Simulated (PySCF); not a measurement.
Spectrum to structure. Computed with PySCF, TDDFT CAM-B3LYP/def2-SVPD, vertical, gas phase, core orbitals frozen in the response. Geometries: GFN2-xTB, one conformer each.

```tsv
state	E (eV)	λ (nm)	f
S1	4.97	249.3	1.051
S2	6.25	198.4	0.0035
S3	6.50	190.7	0.0001
S4	6.51	190.3	0.0002
S5	6.74	183.9	0.0023
S6	6.87	180.6	0.017
S7	7.11	174.5	0.0001
S8	7.30	169.7	0.0074
```

Triplets computed (Tamm–Dancoff): 2.64, 4.19, 5.28 eV.

**Question.** Which structure fits? All have the formula C7H10.
A. `C=C/C=C/C(=C)C`
B. `C1=C[C@H]2C[C@@H]1CC2`
C. `C=C/C=C\CC=C`

**Answer.** A. Its S1, at 4.97 eV, is the lowest among the candidates; the nearest of the others has S1 at 5.65 eV. S1 is HOMO→LUMO (98%). Löwdin shares by element: HOMO carbon 67% or more (atoms not listed hold the other 33%); LUMO carbon 64% or more (atoms not listed hold the other 36%). At the same level the other candidates give, for their lowest levels:
- `C=C/C=C\CC=C`: 5.65 eV (f 0.887); 6.62 eV (f 0.012); 6.64 eV (f 0.005); 6.82 eV (f 0.010); 6.98 eV (f 0.022); T1 3.20 eV; HOMO -7.82, LUMO 0.20 eV
- `C1=C[C@H]2CC[C@@H]1C2`: 6.66 eV (f 0.126); 6.81 eV (f 0.039); 7.66 eV (f 0.010); 7.68 eV (f 0.001); 7.69 eV (f 0.001); T1 4.18 eV; HOMO -8.18, LUMO 1.45 eV

The values belong to the conformer `[CH2:1]=[CH:2]/[CH:3]=[CH:4]/[C:5](=[CH2:6])[CH3:7]`: C1–C2–C3–C4 -179°, C3–C4–C5–C6 180°.
